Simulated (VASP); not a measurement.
A run of VASP 6.6.1 is set up as follows.

INCAR

```
SYSTEM = KCl
PREC = Accurate ; ENCUT = 520
EDIFF = 1E-7 ; ISMEAR = -1
SIGMA = 0.05 ; LREAL = .False.
LASPH = .True. ; NELM = 80
ALGO = Normal ; ISIF = 2
LWAVE = .False. ; LCHARG = .False.
NBANDS = 15
```

KPOINTS

```
regular mesh
0
Gamma
  6 6 6
  0 0 0
```

POSCAR

```
KCl
1.0
    0.0000000000      3.1464700000      3.1464700000
    3.1464700000      0.0000000000      3.1464700000
    3.1464700000      3.1464700000      0.0000000000
K Cl
1 1
Direct
    0.0000000000      0.0000000000      0.0000000000
    0.5000000000      0.5000000000      0.5000000000
```

Potentials or basis: VASP PAW LDA potentials, release 64 (K_sv, Cl).

Launch:

```bash
$ cat potpaw_LDA.64/K_sv/POTCAR potpaw_LDA.64/Cl/POTCAR > POTCAR
$ mpirun -np 1 vasp_std > vasp.out
```

(1) Estimate the band gap on the k mesh.

(2) Estimate the pressure.

## Answers

(1) 4.75 eV, direct.

(2) -1.9 GPa.

**The experiment to reproduce.**

From a printed reference work, monograph, for a bulk crystal of KCl: band gap 8.68 eV.

A measured gap of KCl is 8.68 eV (a printed reference work, monograph); the calculated 4.75 eV misses it by -3.93 eV. The value is that of LDA, without temperature or zero-point motion. Semilocal functionals fall short of measured gaps as a rule.
